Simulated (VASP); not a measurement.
Here is a VASP 6.6.1 calculation.

Contents of INCAR:

```
PREC     = Accurate       # precision mode
ENCUT    = 600            # plane-wave cutoff, eV
EDIFF    = 1E-8           # SCF threshold, eV
ISMEAR   = 0              # smearing method
SIGMA    = 0.02           # smearing width, eV
LREAL    = F              # projectors in reciprocal space
LASPH    = T              # aspherical terms in the spheres
NELM     = 80             # most SCF steps
ALGO     = Normal         # electronic algorithm
ISIF     = 2              # what is computed and relaxed
LWAVE    = F              # write WAVECAR
LCHARG   = F              # write CHGCAR
GGA      = CA             # functional
LEPSILON = T              # dielectric tensor by DFPT
IBRION   = 8              # ionic algorithm
NSW      = 1              # ionic steps
```

File KPOINTS:

```
Automatic mesh
0
Gamma
  4 4 4
```

File POSCAR:

```
CdTe
1.0
    0.0000000000      3.2096500000      3.2096500000
    3.2096500000      0.0000000000      3.2096500000
    3.2096500000      3.2096500000      0.0000000000
Cd Te
1 1
Direct
    0.0000000000      0.0000000000      0.0000000000
    0.7500000000      0.7500000000      0.7500000000
```

Potentials or basis: VASP PAW LDA potentials, release 64 (Cd, Te).

Run with:

```sh
$ cat potpaw_LDA.64/Cd/POTCAR potpaw_LDA.64/Te/POTCAR > POTCAR
$ mpirun -np 1 vasp_std > vasp.out
```

Problem. Estimate the electronic dielectric tensor (diagonal).

Solution. 43.37.

Problem. What does it give for the Born charges (mean of the diagonal)?

Solution. Cd +3.56; Te -3.56 e.

Problem. What does it give for the highest phonon frequency at Γ, LO-TO splitting left out?

Solution. 148 cm⁻¹.

Problem. Predict the band gap on the k mesh.

Solution. 0.62 eV, direct.

Electronic dielectric tensor:
```
43.37  0.00  0.00
 0.00 43.37  0.00
 0.00  0.00 43.37
```

Caveat: the k mesh is coarse (spacing up to 0.42 Å⁻¹), so the values aren't converged; the gap is small at this level, which inflates the dielectric constant; spin-orbit coupling is left out, which moves the levels of the heavy elements.
